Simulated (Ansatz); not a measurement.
# Sn: properties at the relaxed cell

An exercise on one series of results from a longer session: the logs are not shown, and one member is left open.

Method: DFT PBEsol, scalar-relativistic, plane waves, PAW, in Ansatz 0.2.0.

1 further run of the same task is left out (set aside as unsound or not needed).

## Starting point

It takes space group I4_1/amd (No. 141, tetragonal). Conventional cell: a = 5.820 Å, b = 5.820 Å, c = 3.174 Å, α = 90.00°, β = 90.00°, γ = 90.00°. Sn (site symmetry -4m2) has 6 Sn at 3.02 to 3.17 Å as nearest neighbours.

As a file:

```
Sn
1.0
    -2.90990    2.90990    1.58699
     2.90990   -2.90990    1.58699
     2.90990    2.90990   -1.58699
Sn
2
Cartesian
  0.0000 2.9099 0.7935
  0.0000 0.0000 0.0000
```

It goes back to an entry of the Materials Project.

It is the result of an earlier relaxation at this level (volume 26.88 Å³/atom; gap on the mesh: none (metal)).

The first run:

File input.yaml:

```yaml
crystal:
  lattice:
    - [-2.9099000276, 2.9099000276, 1.5869856506]
    - [2.9099000276, -2.9099000276, 1.5869856506]
    - [2.9099000276, 2.9099000276, -1.5869856506]
  atoms:
    - { symbol: Sn, position: [0.75, 0.25, 0.5] }
    - { symbol: Sn, position: [0.0, 0.0, 0.0] }
basis:
  ecutwfc: 420
kpoints:
  mp_grid: { grid: [14, 14, 14] }
  band_path:
    path:
      - [[0.0, 0.0, 0.0], [0.0, 0.0, 0.5], [-0.5, 0.5, 0.5], [0.0, 0.0, 0.0], [0.32435837, 0.32435837, -0.32435837]]
      - [[-0.32435837, 0.67564163, 0.32435837], [-0.5, 0.5, 0.5]]
      - [[0.0, 0.0, 0.5], [0.25, 0.25, 0.25], [0.0, 0.5, 0.0], [0.0, 0.0, 0.0]]
    npoints: 14
hamiltonian:
  xc: pbesol
scf:
  occupations: { method: gaussian, width: 0.1 }
  n_extra_bands: 6
output:
  forces: true
  stress: true
  eigenvalues: true
  populations: true
  dos: { projected: true, de: 0.02, nscf_kmesh: { grid: [21, 21, 21] } }
  bader: true
```

Started as:

```sh
> ansatz run input.yaml --threads 1 --pin off --max-ram 2560MiB --backend cpu --events-out ev --progress --plain --runs-dir out
```

Among the steps run: Bands, states and charges; Back to the database's cell; Volume × 0.97; The cell scaled to 1.03 of its volume; The cell scaled to 0.94 of its volume; Volume × 1.06; Volume × 0.91; Point at V/V0 = 1.10; Point at V/V0 = 0.88.

One table of the session follows, with a row left open; its other results are not shown here.

| volume (Å³/atom) | energy above the lowest point (meV/atom) | pressure (GPa) |
| --- | --- | --- |
| 23.651 | 86.6 | 9.78 |
| 24.457 | 45.5 | 6.65 |
| 25.263 | 18.9 | 4.04 |
| 26.069 | ? | ? |
| 26.876 | 0.0 | 0.00 |
| 27.682 | 4.1 | -1.54 |
| 28.488 | 15.3 | -2.83 |
| 29.563 | 39.3 | -4.22 |

**Question.** Estimate the row for volume (Å³/atom) = 26.069.

Worked estimate for «energy above the lowest point (meV/atom)». A straight line through the neighbours (25.263, 18.9) and (26.876, 0.0) gives 18.9 + (0.0 − 18.9) × (26.069 − 25.263) / (26.876 − 25.263) = 9.5; a parabola fitted to 4 rows on both sides gives 4.3.

The run gave: energy above the lowest point (meV/atom): 4.4; pressure (GPa): 1.84. In «energy above the lowest point (meV/atom)» the line misses by +5.1 and the parabola by -0.1.
